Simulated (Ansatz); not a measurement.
# WS$_{2}$: stiffness from a series of strains

```
CELL_PARAMETERS angstrom
1.57900 0.91164 6.16333
-1.57900 0.91164 6.16333
0.00000 -1.82327 6.16333
ATOMIC_POSITIONS crystal
W 0.00000 0.00000 0.00000
S 0.75030 0.75030 0.75030
S 0.58100 0.58100 0.58100
```

Atom numbers follow the list: W1, S2, S3.

The cell comes from COD entry 9012192, which wasn't checked; take it as a given geometry.

No spin–orbit coupling, which matters for the heavy atoms here.

Method: DFT, LDA, all-electron LAPW, scalar-relativistic in Ansatz 0.2.0.

Settings: a Γ-centred 13×13×13 k mesh, Fermi–Dirac smearing of 0.08 eV, basis error target 0.5 meV/atom, no spin polarisation.

The strain is applied along the Cartesian axes of the cell as listed (the other components stay zero). Fractional coordinates are held (clamped ions).

σ is the change of stress from the unstrained cell, which is at -3.61 GPa; tension is positive, so slopes are stress–strain coefficients at that pressure.

Only quantities that a quadratic follows smoothly over the whole series are listed; rougher ones are left out.

| εzz | σzz (GPa) | σxx (GPa) |
| --- | --- | --- |
| -0.0300 | -9.68 | -3.54 |
| -0.0200 | -6.31 | -2.27 |
| -0.0100 | -3.09 | -1.10 |
| 0.0000 | 0.00 | 0.00 |
| 0.0200 | 5.78 | 1.96 |
| 0.0300 | 8.47 | 2.83 |

**Question.** Fit the series and read off the stiffness at zero strain.

**Answer.** Least-squares fits y = p0 + p1 x + p2 x² to the rows give σzz (GPa): p1 = 302, p2 = -670; σxx (GPa): p1 = 106, p2 = -390. So C33 = 302 GPa and C13 = 106 GPa, for these axes.

**Question.** One run, at εzz = 0.0100, is withheld. Predict its row.

**Answer.** The fits give 2.96, 1.02; the run gave 2.95, 1.02.
